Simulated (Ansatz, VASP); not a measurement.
CuO (Tenorite) in VASP and in Ansatz

```
CELL_PARAMETERS angstrom
2.39064 -1.74700 0.00000
2.39064 1.74700 0.00000
-0.87743 0.00000 5.15867
ATOMIC_POSITIONS crystal
Cu 0.49680 0.00320 0.50000
Cu 0.00320 0.49680 0.00000
O 0.40560 0.57140 0.75370
O 0.57140 0.40560 0.25370
```

Change from the starting cell: volume scaled by 1.06.

Alike in both runs: task single point; functional PBE; k mesh 10 × 10 × 5; occupations fermi-dirac, width 0.05 eV; no spin polarisation.

```csv
,VASP,Ansatz
version,VASP 6.6.1,Ansatz 0.2.0
potentials or method,"VASP PAW PBE potentials, release 64 (Cu, O)",Ansatz PAW
plane-wave cutoff (eV),520,420
valence electrons in the cell,34,50
```

```csv
,VASP,Ansatz,Ansatz less VASP
gap on the k mesh at the Fermi level (eV),none,none,-
pressure (GPa),-3.3,-3.9,-0.53
largest component of the traceless stress (GPa),2.71,3.03,+0.321
rms of the force components (eV/Å),0.383,0.378,-0.0052
```

Atom by atom the forces differ by 0.021 eV/Å (rms over components). A gap of «none» marks a metal or a gap that the smearing closes. The two sets of potentials don't hold the same shells in valence.

Caveats: the run has no spin polarisation, though such a crystal can be magnetic; semilocal functionals often make such compounds metallic where correlation or magnetic order opens a gap, which also shifts bond lengths; the pressure holds a Pulay correction of +0.7 GPa for the finite cutoff (Ansatz).
